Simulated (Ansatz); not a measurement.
Zr:

```
CELL_PARAMETERS angstrom
3.23200 0.00000 0.00000
-1.61600 2.79899 0.00000
0.00000 0.00000 5.14700
ATOMIC_POSITIONS crystal
Zr 0.66667 0.33333 0.75000
Zr 0.33333 0.66667 0.25000
```

Base run:

* Program: Ansatz 0.2.0
* Functional: PBE
* Potentials or basis: all-electron LAPW, scalar-relativistic
* Cutoff: 174 eV
* Density cutoff: 696 eV
* Basis error allowed: 0.001 eV/atom
* k mesh: 9 × 9 × 5
* Occupations: fermi-dirac, width 0.05 eV
* Spin: no spin polarisation

Its results: pressure 0.5 GPa.

Question: The run is repeated on the same cell with these changes: functional from PBE to RPBE. What comes out?

Answer: Pressure 2.7 GPa.

RPBE binds less tightly than PBE, so the same cell stands under more pressure.

Not every run made on this cell is shown here.
